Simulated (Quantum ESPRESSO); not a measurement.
The system is TiO2.

```
Ti O
1.0
     4.59984    0.00000    0.00000
     0.00000    4.59984    0.00000
     0.00000    0.00000    2.95921
Ti O
2 4
Direct
  0.00000 0.00000 0.50000
  0.50000 0.50000 0.00000
  0.30432 0.30432 0.50000
  0.19568 0.80432 0.00000
  0.80432 0.19568 0.00000
  0.69568 0.69568 0.50000
```

The cell is a database's computed one.

* Program: Quantum ESPRESSO 7.5
* Task: single point
* Functional: PBE
* Potentials or basis: SSSP 1.3 efficiency PBE
* Cutoff: 748 eV
* Density cutoff: 5987 eV
* k mesh: 6 × 6 × 9
* Occupations: fermi-dirac, width 0.05 eV
* Spin: no spin polarisation

On this cell: pressure 3.9 GPa; largest force 0.005 eV/Å; band gap on the k mesh 1.86 eV, direct.

The same run follows on a disturbed copy (atoms moved at random, drawn with an rms of 0.05 Å):

```
Ti O
1.0
     4.59984    0.00000    0.00000
     0.00000    4.59984    0.00000
     0.00000    0.00000    2.95921
Ti O
2 4
Cartesian
  -0.0329 0.0348 1.4720
  2.2625 2.3487 -0.0103
  1.4100 1.3962 1.4689
  0.8706 3.7160 0.0144
  3.6592 0.8931 0.0208
  3.2157 3.2459 1.5089
```

What does the disturbed cell give?

The energy moves by +5.9 meV/atom; pressure 3.8 GPa; largest force 0.850 eV/Å; band gap on the k mesh 1.79 eV, indirect (least direct gap 1.81 eV).

Forces on the atoms (eV/Å):
```
Ti  -0.041  0.101  0.011
Ti   0.048 -0.084 -0.030
O    0.065  0.449  0.254
O    0.351 -0.227 -0.001
O    0.146  0.375 -0.086
O   -0.570 -0.613 -0.148
```

Stress tensor (GPa, compression positive):
```
 4.17  0.18 -0.31
 0.18  4.01 -0.55
-0.31 -0.55  3.26
```

Caveats: an odd mesh through Γ misses points on the zone boundary, where band edges often lie.
